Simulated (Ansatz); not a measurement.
Born–Oppenheimer molecular dynamics of C$_{4}$H$_{9}$N (14 atoms, charge 0, multiplicity 1). It starts from a relaxed structure.

Level of theory: Ansatz, RKS PBE/6-31G.

| Quantity | Value |
| --- | --- |
| ensemble | NVE (velocity Verlet) |
| time step | 1 fs |
| steps asked | 250 |
| starting velocities drawn for | 700 K |
| seed | 952271 |

Frames 20 fs apart, positions in Å, forces in eV/Å.

Velocities at 0 fs (Å/ps):

```
C -2.97 1.28 -4.15
C -0.94 0.72 4.31
C -2.38 -8.55 -3.83
N -0.35 -5.76 -4.00
C 4.69 6.07 3.68
H 16.58 -48.33 21.13
H -8.28 -44.44 3.03
H -25.44 58.15 -5.14
H 21.53 31.61 15.55
H 15.65 0.76 17.35
H 1.03 39.39 3.79
H 45.64 15.17 2.73
H -14.92 4.17 -15.36
H -27.71 29.26 12.33
```

```xyz
14
Properties=species:S:1:pos:R:3:forces:R:3 time_fs=0 energy_less_start_eV=0.000 T=700
C -0.886 0.770 0.250 -0.01 0.00 0.00
C 0.008 -0.096 1.197 0.00 0.00 0.01
C 1.104 -0.687 0.255 0.00 0.01 0.00
N 0.494 -0.754 -1.097 0.01 0.02 0.00
C -0.343 0.470 -1.192 0.01 0.01 0.00
H -1.949 0.484 0.343 0.00 0.00 0.00
H -0.817 1.846 0.489 0.00 0.00 0.00
H -0.584 -0.912 1.649 0.00 0.00 0.00
H 0.439 0.493 2.025 0.00 0.00 0.00
H 1.974 -0.005 0.212 -0.01 0.00 -0.01
H 1.468 -1.679 0.568 -0.01 0.01 -0.01
H -0.080 -1.602 -1.197 -0.01 -0.02 -0.01
H 0.297 1.306 -1.532 0.00 -0.01 0.00
H -1.139 0.335 -1.942 0.01 0.00 0.01
14
Properties=species:S:1:pos:R:3:forces:R:3 time_fs=20 energy_less_start_eV=0.570 T=348
C -0.914 0.701 0.260 -1.61 1.54 -0.98
C 0.048 -0.010 1.231 -0.56 -2.32 -0.50
C 1.051 -0.746 0.277 0.15 -1.63 -1.03
N 0.507 -0.732 -1.128 0.12 0.84 0.66
C -0.324 0.497 -1.196 2.01 0.58 0.93
H -1.923 0.281 0.147 -0.25 -0.56 0.77
H -1.168 1.826 0.459 0.88 -1.58 -0.01
H -0.331 -0.818 1.946 -0.45 1.09 -0.78
H 0.582 0.671 1.832 0.84 1.29 1.04
H 1.956 -0.160 0.175 0.84 0.20 0.37
H 1.323 -1.840 0.531 -0.31 1.50 -0.01
H -0.107 -1.491 -1.355 -0.43 -1.36 0.11
H 0.376 1.336 -1.415 -0.36 0.00 -0.18
H -1.004 0.347 -2.017 -0.88 0.40 -0.40
14
Properties=species:S:1:pos:R:3:forces:R:3 time_fs=40 energy_less_start_eV=0.583 T=342
C -0.984 0.623 0.223 -1.73 1.95 0.36
C 0.108 0.073 1.155 -1.30 -2.30 1.70
C 1.084 -0.811 0.276 -2.22 -1.94 -0.35
N 0.502 -0.742 -1.100 0.80 2.89 -0.30
C -0.319 0.571 -1.147 2.18 -0.86 0.67
H -1.960 0.064 0.241 0.74 -0.30 -0.02
H -1.388 1.703 0.496 1.14 -1.54 -0.28
H -0.391 -0.548 2.019 0.84 0.81 -1.31
H 0.657 0.832 1.659 0.69 1.23 0.54
H 2.100 -0.432 0.283 0.56 0.05 0.09
H 1.028 -1.954 0.522 0.54 1.83 0.16
H -0.109 -1.481 -1.312 -1.18 -1.86 -0.26
H 0.476 1.366 -1.186 -0.70 -0.11 -0.37
H -0.972 0.572 -2.005 -0.35 0.17 -0.65
14
Properties=species:S:1:pos:R:3:forces:R:3 time_fs=60 energy_less_start_eV=0.569 T=346
C -1.011 0.534 0.233 0.21 1.47 0.82
C 0.157 0.117 1.202 -1.22 0.94 0.33
C 0.980 -0.826 0.269 -0.05 -1.69 0.56
N 0.489 -0.702 -1.145 2.23 2.13 1.19
C -0.220 0.569 -1.158 -1.60 0.31 0.83
H -1.850 -0.191 0.346 0.43 -0.32 -0.83
H -1.528 1.485 0.550 0.71 -0.18 -0.33
H -0.273 -0.217 2.206 0.68 -0.37 -1.11
H 0.770 1.019 1.456 -0.22 -0.27 -0.18
H 2.021 -0.474 0.319 0.25 -0.54 -0.06
H 0.852 -1.915 0.575 0.62 0.94 -0.16
H -0.121 -1.404 -1.415 -1.57 -2.35 -0.59
H 0.503 1.434 -1.208 -0.69 -0.44 0.05
H -0.961 0.575 -1.965 0.19 0.36 -0.52
14
Properties=species:S:1:pos:R:3:forces:R:3 time_fs=80 energy_less_start_eV=0.513 T=385
C -1.017 0.572 0.210 0.61 -2.81 1.13
C 0.182 0.149 1.138 0.10 1.54 0.61
C 0.981 -0.917 0.300 0.41 3.01 -0.40
N 0.545 -0.673 -1.142 1.34 2.13 1.50
C -0.308 0.579 -1.110 -0.03 -0.10 -1.40
H -1.762 -0.260 0.271 0.12 0.06 -0.36
H -1.567 1.413 0.519 -0.47 1.88 0.44
H -0.128 -0.302 2.087 -0.29 -0.01 0.28
H 0.740 1.115 1.437 -0.20 -1.25 -0.58
H 2.080 -0.744 0.432 -0.49 -0.33 -0.20
H 0.685 -1.840 0.725 -0.15 -1.79 -0.02
H 0.017 -1.434 -1.427 -1.60 -2.24 -1.14
H 0.376 1.445 -1.137 -0.01 0.10 -0.25
H -1.011 0.641 -1.988 0.67 -0.20 0.38
14
Properties=species:S:1:pos:R:3:forces:R:3 time_fs=100 energy_less_start_eV=0.665 T=295
C -0.986 0.575 0.273 -0.84 -1.82 -1.41
C 0.152 0.134 1.170 2.34 1.28 -3.03
C 0.923 -0.942 0.286 1.85 2.96 0.65
N 0.584 -0.597 -1.095 1.19 1.50 1.04
C -0.339 0.524 -1.186 -0.53 -0.08 0.66
H -1.862 -0.115 0.270 0.19 0.13 0.28
H -1.301 1.544 0.519 -0.88 1.84 0.41
H 0.026 -0.192 2.144 -0.96 -0.78 2.33
H 0.833 1.067 1.219 -0.48 -1.11 0.17
H 2.037 -0.786 0.490 -0.84 -0.33 -0.15
H 0.701 -1.951 0.502 -0.58 -1.67 0.54
H 0.327 -1.406 -1.538 -1.07 -2.40 -2.17
H 0.178 1.474 -1.302 0.59 0.57 -0.26
H -0.992 0.429 -2.101 0.02 -0.07 0.94
14
Properties=species:S:1:pos:R:3:forces:R:3 time_fs=120 energy_less_start_eV=0.491 T=390
C -0.994 0.621 0.255 1.60 0.06 -0.46
C 0.209 0.155 1.153 0.02 -0.33 -0.80
C 0.911 -0.952 0.326 -0.35 -1.03 -1.18
N 0.653 -0.577 -1.125 -0.08 1.77 2.36
C -0.409 0.502 -1.147 -0.24 -1.30 -1.90
H -1.810 -0.117 0.292 -0.23 0.26 0.62
H -1.292 1.664 0.453 -0.38 -0.23 0.21
H -0.292 -0.301 1.965 -0.16 -0.64 1.85
H 0.925 0.908 1.524 -0.34 0.25 -0.32
H 2.001 -1.125 0.492 -0.28 0.55 0.21
H 0.441 -1.968 0.554 0.16 0.68 -0.04
H 0.675 -1.337 -1.776 -0.41 -0.38 -0.67
H -0.072 1.467 -1.544 0.65 0.28 0.06
H -1.206 0.192 -1.865 0.04 0.07 0.05
14
Properties=species:S:1:pos:R:3:forces:R:3 time_fs=140 energy_less_start_eV=0.482 T=403
C -0.963 0.620 0.268 0.89 1.75 -0.27
C 0.222 0.106 1.172 -1.49 -0.38 0.12
C 0.830 -0.972 0.317 -0.51 -2.84 -0.73
N 0.698 -0.461 -1.058 0.51 -1.21 -1.03
C -0.450 0.434 -1.220 0.31 0.56 0.11
H -1.858 -0.012 0.412 -0.12 0.49 0.16
H -1.090 1.752 0.450 -0.58 -1.55 0.02
H -0.114 -0.196 2.220 0.50 0.31 -1.15
H 0.998 0.848 1.175 0.45 1.13 0.64
H 1.874 -1.142 0.530 0.96 0.05 0.30
H 0.383 -2.057 0.447 0.00 1.46 0.03
H 0.866 -1.165 -1.830 -0.17 0.97 1.05
H -0.121 1.364 -1.788 -0.30 -0.30 0.91
H -1.252 0.034 -1.849 -0.46 -0.43 -0.16
14
Properties=species:S:1:pos:R:3:forces:R:3 time_fs=160 energy_less_start_eV=0.809 T=200
C -0.939 0.664 0.275 -0.45 1.00 -0.03
C 0.223 0.176 1.124 -0.36 -2.90 1.82
C 0.797 -1.065 0.258 -1.07 1.27 1.12
N 0.784 -0.411 -1.014 -0.31 -0.04 -3.47
C -0.510 0.346 -1.183 1.44 1.64 -0.63
H -1.763 0.002 0.582 -0.72 0.57 -0.29
H -1.140 1.808 0.424 -0.09 -1.96 -0.12
H -0.128 -0.282 2.174 0.70 1.29 -1.76
H 0.925 0.977 1.224 1.18 0.39 0.41
H 1.733 -1.456 0.606 1.31 0.21 0.06
H 0.112 -1.914 0.429 -0.65 -0.32 -0.26
H 1.110 -0.793 -1.980 -0.37 0.12 2.44
H -0.231 1.297 -1.762 -0.43 -0.75 0.58
H -1.298 -0.124 -1.793 -0.18 -0.51 0.13
14
Properties=species:S:1:pos:R:3:forces:R:3 time_fs=180 energy_less_start_eV=0.525 T=375
C -0.920 0.672 0.252 0.41 0.73 0.91
C 0.259 0.087 1.177 -1.61 0.85 0.89
C 0.713 -1.016 0.290 2.04 -0.78 -0.30
N 0.816 -0.318 -1.032 0.70 -1.74 -2.05
C -0.499 0.310 -1.230 -1.55 -0.44 0.96
H -1.855 0.138 0.482 -0.18 0.31 0.17
H -1.012 1.783 0.448 -0.23 -0.91 -0.31
H -0.039 -0.209 2.272 0.29 0.45 -1.89
H 1.038 0.859 1.193 0.22 0.08 0.35
H 1.714 -1.411 0.582 -0.18 0.10 -0.23
H 0.025 -1.867 0.340 -0.56 -0.42 -0.25
H 1.069 -1.000 -1.867 -0.42 1.49 1.92
H -0.603 1.192 -1.888 0.73 -0.16 -0.09
H -1.271 -0.448 -1.579 0.33 0.43 -0.08
14
Properties=species:S:1:pos:R:3:forces:R:3 time_fs=200 energy_less_start_eV=0.534 T=369
C -0.920 0.741 0.272 1.09 -1.03 -0.61
C 0.201 0.099 1.151 -0.13 -0.43 0.33
C 0.801 -1.027 0.246 -0.28 -1.24 0.58
N 0.822 -0.334 -1.038 0.68 -1.02 -1.60
C -0.537 0.251 -1.173 -0.65 -0.08 -0.07
H -1.940 0.467 0.596 0.18 -0.40 -0.12
H -0.900 1.801 0.280 0.21 1.57 0.20
H -0.352 -0.244 2.013 0.20 -0.79 0.92
H 1.026 0.744 1.533 -0.48 0.14 -0.53
H 1.841 -1.403 0.542 -1.17 0.45 -0.20
H 0.067 -1.950 0.166 0.97 0.98 0.64
H 1.209 -0.975 -1.834 -1.16 1.53 1.34
H -0.508 1.131 -1.798 0.05 0.34 -0.86
H -1.355 -0.431 -1.539 0.49 -0.03 -0.03
14
Properties=species:S:1:pos:R:3:forces:R:3 time_fs=220 energy_less_start_eV=0.524 T=381
C -0.836 0.798 0.245 -1.19 -1.33 -0.52
C 0.113 -0.004 1.184 2.30 2.05 -1.80
C 0.877 -1.008 0.284 0.27 0.74 -0.80
N 0.758 -0.341 -1.053 1.11 -0.91 -0.39
C -0.578 0.270 -1.204 0.74 -1.60 1.52
H -1.924 0.723 0.419 -0.04 -0.64 0.43
H -0.698 1.824 0.382 0.89 2.25 -0.05
H -0.261 -0.449 2.034 -1.63 -1.30 2.11
H 0.879 0.732 1.579 -0.50 -0.44 -0.32
H 1.973 -1.086 0.576 -1.01 -0.24 -0.26
H 0.362 -1.990 0.299 0.20 -0.31 0.17
H 1.163 -0.876 -1.868 -0.66 0.62 0.94
H -0.505 0.917 -2.050 -0.40 1.20 -0.60
H -1.388 -0.479 -1.365 -0.07 -0.10 -0.42
```

Of the whole run (250 fs, mean temperature of the second half 368 K): The conserved energy stayed within 3 meV per atom of its start (net change 0.89 meV per atom), so there is no drift, though single steps change it by up to 27 meV in the whole system, a sign of fast motions only just resolved. Over the second half the temperature averaged 0.53 of the 700 K drawn at the start: a run that starts near a minimum puts about half its kinetic energy into the potential. A run of 0.25 ps of so small a system gives no equilibrium averages. Limits of this set-up: no polarisation functions.

Time of the run: 11 min on 1 thread of Arm Neoverse V1 (shared host), peak memory 0.11 GiB.
